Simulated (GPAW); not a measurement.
The system is Ni.

```
Ni
1.0
    -1.38372    1.38372    1.38372
     1.38372   -1.38372    1.38372
     1.38372    1.38372   -1.38372
Ni
1
Direct
  0.00000 0.00000 0.00000
```

This isn't the form of Ni at room conditions, which is fcc.

* Program: GPAW 26.7.0
* Task: single point
* Functional: PBEsol
* Potentials or basis: PAW data sets generated in the run's folder for this functional
* Cutoff: 600 eV
* Basis: pw
* k mesh: 13 × 13 × 13
* Occupations: fermi-dirac, width 0.05 eV
* Spin: collinear spin, ferromagnetic start
* Starting moments: [1.0] μB

On this cell: pressure 0.5 GPa; net moment 0.58 μB per cell; site moments Ni +0.61 μB; band gap on the k mesh none (metal or under the smearing width).

The same run follows on a disturbed copy (cell strained at random at fixed volume):

```
Ni
1.0
    -1.38853    1.36313    1.43177
     1.33108   -1.36244    1.37363
     1.41530    1.38921   -1.43108
Ni
1
Direct
  0.97925 0.97687 0.98052
```

Q: What does the disturbed cell give?

A: The energy (extrapolated to zero smearing) moves by +11.2 meV/atom; pressure 0.9 GPa; net moment 0.58 μB per cell; site moments Ni +0.60 μB; band gap on the k mesh none (metal or under the smearing width).

Stress tensor (GPa, compression positive):
```
-0.08 -3.20  7.24
-3.20  0.72 -0.48
 7.24 -0.48  2.18
```

Caveats: the stock nickel data set gives pressures a few GPa off other programs.
